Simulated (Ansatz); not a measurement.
# SnO2: the cost of one run

Method: DFT PBE+D3(BJ), scalar-relativistic, plane waves, PAW, in Ansatz 0.2.0.

9 further runs of the same task are left out: 9 set aside as unsound or not needed.

## Step 1: The starting structure

Symmetry: P6_3/mmc, No. 194, hexagonal system. Conventional cell: a = 3.211 Å, b = 3.211 Å, c = 10.333 Å, α = 90.00°, β = 90.00°, γ = 120.00°. Sn (site symmetry -3m) has 6 O at 2.11 Å as nearest neighbours. O (site symmetry 3m) is surrounded by 3 Sn at 2.11 Å.

As a file:

```
CELL_PARAMETERS angstrom
3.21118 0.00000 0.00000
-1.60559 2.78096 0.00000
0.00000 0.00000 10.33306
ATOMIC_POSITIONS crystal
Sn 0.00000 0.00000 0.50000
Sn 0.00000 0.00000 0.00000
O 0.66667 0.33333 0.40179
O 0.66667 0.33333 0.09821
O 0.33333 0.66667 0.59821
O 0.33333 0.66667 0.90179
```

It goes back to an entry of the Materials Project, which need not be the stable form.

It is the result of an earlier relaxation at this level (volume 15.38 Å³/atom; gap on the mesh: 2.08 eV).

## Step 2: What is varied

The energy is mapped over a normal mode and a strain (zone-centre modes of the cell shown) (x along [1 0 0], y along [1 2 0], z along [0 0 1] of the conventional cell).

The axes are (1) amplitude of mode 1 (21i cm⁻¹), largest displacement in the unstrained cell: 11 values from −0.634 Å; (2) equal normal strain along x, y and z: 7 values from −2.50 %.

Nothing else is relaxed (the pattern is fixed in fractional coordinates). Energies count from the relaxed high-symmetry cell. Points are written as (first, second).

The modes come from a phonon run on the reference cell, made beforehand.

Displacement patterns for an amplitude of 1 (Å):

```csv
atom,x1,y1,z1
Sn1,0.987,0.000,0.000
Sn2,-0.987,0.000,0.000
O3,1.000,0.000,0.000
O4,-1.000,0.000,0.000
O5,1.000,0.000,0.000
O6,-1.000,0.000,0.000
```

## Step 3: Point (−0.380 Å, −2.50 %)

input.yaml

```yaml
crystal:
  lattice:
    - [3.1309003151, 0.0, 0.0]
    - [-1.5654501576, 2.7114392096, 0.0]
    - [0.0, 0.0, 10.0747363625]
  atoms:
    - { symbol: Sn, position: [-0.1169759215, 0.0, 0.5] }
    - { symbol: Sn, position: [0.1169759215, 0.0, 0.0] }
    - { symbol: O, position: [0.5482055332, 0.3333333333, 0.4017901351] }
    - { symbol: O, position: [0.7851278001, 0.3333333333, 0.0982098649] }
    - { symbol: O, position: [0.2148721999, 0.6666666667, 0.5982098649] }
    - { symbol: O, position: [0.4517944668, 0.6666666667, 0.9017901351] }
basis:
  ecutwfc: 520.0
kpoints:
  mp_grid: { grid: [12, 12, 4] }
hamiltonian:
  xc: pbe
  dispersion: d3bj
scf:
  occupations: { method: gaussian, width: 0.05 }
output:
  forces: true
  stress: true
  eigenvalues: true
```

On the command line:

```console
ansatz run input.yaml --threads 2 --pin off --max-ram 4096MiB --backend cpu --events-out ev --progress --plain --runs-dir out
```

Q: Estimate wall time and peak memory on 2 threads of Arm Neoverse V1, shared host.

About 21 s, with a peak of 0.59 GiB.
